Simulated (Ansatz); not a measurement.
## Computed properties of Se

```
Se
1.0
     4.35517    0.00000    0.00000
    -2.17758    3.77169    0.00000
     0.00000    0.00000    4.94945
Se
3
Direct
  0.21700 0.00000 0.16667
  0.00000 0.21700 0.83333
  0.78300 0.78300 0.50000
```

Atoms are numbered in the order listed.

The conventional cell has a = 4.355 Å, b = 4.355 Å, c = 4.949 Å, α = 90.00°, β = 90.00°, γ = 120.00°. Around Se (atom 1) lie 2 Se at 2.32 Å.

The cell is COD entry 9008579, as deposited and not checked against the literature; nothing was relaxed.

Computed with Ansatz 0.2.0, DFT, LDA, all-electron LAPW, scalar-relativistic.

Sampling and basis: a Γ-centred 8×8×6 k mesh, Fermi–Dirac smearing of 0.03 eV, basis error target 0.5 meV/atom, no spin polarisation.

```json
{
  "Pressure at this cell": "1.38 GPa",
  "Band gap": "0.88 eV, indirect from the line L (0.5, 0, 0.5)–H (0.333, 0.333, 0.5) to H (0.333, 0.333, 0.5)",
  "Smallest direct gap on the path": "1.06 eV",
  "Volume per atom": "27.10 Å³"
}
```

**Question.** Give the computed value. Stress xx, yy, zz (compression positive).

**Answer.** 0.67, 0.67, 2.79 GPa.

**Question.** Largest force: what does the calculation give?

**Answer.** 0.0355 Ry/bohr on Se2.
